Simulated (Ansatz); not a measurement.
# TiPbO3: enthalpy under pressure, worked through

Computed with DFT PBEsol, scalar-relativistic, plane waves, PAW in Ansatz. Settings: 420 eV cutoff, 8×8×8 k-mesh, Gaussian smearing of 0.02 eV, no spin polarisation.

The relaxed crystal:

```xyz
5
Lattice="3.9193 0.0000 0.0000 0.0000 3.9193 0.0000 0.0000 0.0000 3.9193" Properties=species:S:1:pos:R:3 pbc="T T T"
Ti    1.9597    1.9597    1.9597
Pb    0.0000    0.0000    0.0000
O     1.9597    0.0000    1.9597
O     1.9597    1.9597    0.0000
O     0.0000    1.9597    1.9597
```

Cell and atoms were relaxed at each target pressure within the start's symmetry (Pm-3m), at zero temperature; other phases can be more stable under pressure. H = E + PV with P the target; E is the free energy at the smearing used, whose derivative the pressure is, per atom and counted from zero pressure.

Spin-orbit coupling is left out, which matters for the bands and energies of heavy elements.

| P (GPa) | V (Å³/atom) | E − E0 (meV) | H − H0 (meV) |
| --- | --- | --- | --- |
| 0 | 12.041 | 0.0 | 0.0 |
| 1 | 11.977 | 0.2 | 75.0 |
| 4 | 11.799 | 3.0 | 297.6 |
| 12 | 11.390 | 23.2 | 876.2 |
| 25 | 10.849 | 84.8 | 1777.6 |
| 50 | 10.082 | 260.8 | 3407.2 |
| 90 | 9.246 | 619.2 | 5813.0 |

Q: Thermodynamics gives dH/dP = V along a relaxed path. Integrate V over P by the trapezoid rule and compare with the computed enthalpies.

A: With 1 eV/Å³ = 160.22 GPa, each step adds the mean volume times ΔP / 160.22:
```
P (GPa)  ∫V dP (meV) H − H0 (meV) difference (meV)
      1         75.0          75.0               0.0
      4        297.6         297.6               0.0
     12        876.5         876.2               0.3
     25       1778.7        1777.6               1.1
     50       3411.7        3407.2               4.5
     90       5824.5        5813.0              11.5
```

V(P) curves upward, so the trapezoid rule runs high; integrating a smooth curve through the same points puts that excess at about 11.9 meV at 90 GPa, against the 11.5 meV found.

Q: At 90 GPa, how much of the enthalpy change is stored energy and how much is the PV term?

A: E rises by 619 meV/atom and PV is 90 × 9.246 / 160.22 = 5194 meV/atom, so PV makes 89 % of ΔH. So between rival structures at high pressure a small difference in volume can outweigh the difference in energy: 1 % of this volume is worth 51.9 meV/atom at this pressure.

Q: What bulk modulus do the lowest pressures give?

A: From the pressures that the runs reached, -1.02 GPa (12.106 Å³) and 1.02 GPa (11.977 Å³), B = −ΔP/Δln V = 2.04 / 0.0107 = 191 GPa, a mean over that range.

Q: The gap is 1.579 eV at -1.02 GPa and 1.563 eV at 1.02 GPa. What pressure coefficient and volume deformation potential follow?

A: dE_g/dP = -7.6 meV/GPa, and a_V = dE_g/d ln V = −B dE_g/dP = 1.44 eV. A gap that closes or barely moves under pressure is usual where the conduction edge lies away from the zone centre, has d character, or where the bands broaden faster than they shift. If the edges move to other points of the zone within the range, this is a mean of two slopes. Gaps are Kohn–Sham gaps over the whole zone.

Symmetry holds off the tilts and polar distortions that many cubic perovskites undergo.

Cost: 8 runs of about 1.5 core-minutes in all, on Arm Neoverse V2 (shared hosts).